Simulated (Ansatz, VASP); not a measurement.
# Ca in VASP and in Ansatz

```
Ca
1.0
     3.43972   -3.64486    0.00000
     3.43972    3.64486    0.00000
     0.00000    0.00000    6.96208
Ca
4
Direct
  0.66179 0.33821 0.30349
  0.33821 0.66179 0.69651
  0.83821 0.16179 0.80349
  0.16179 0.83821 0.19651
```

Change from the starting cell: volume scaled by 0.98.

Alike in both runs: task single point; functional PBE; k mesh 5 × 5 × 4; occupations fermi-dirac, width 0.05 eV; no spin polarisation.

|  | VASP | Ansatz |
| --- | --- | --- |
| version | VASP 6.6.1 | Ansatz 0.2.0 |
| potentials or method | VASP PAW PBE potentials, release 64 (Ca_sv) | Ansatz PAW |
| plane-wave cutoff (eV) | 520 | 420 |
| valence electrons in the cell | 40 | 40 |

```tsv
	VASP	Ansatz	Ansatz less VASP
gap on the k mesh at the Fermi level (eV)	none	none	-
pressure (GPa)	0.1	0.1	-0.01
largest component of the traceless stress (GPa)	0.30	0.30	-0.002
rms of the force components (eV/Å)	0.018	0.018	+0.0001
```

Atom by atom the forces differ by 0.000 eV/Å (rms over components). A gap of «none» marks a metal or a gap that the smearing closes. The functional is the same, so the differences come from potentials, cutoffs and numerics.
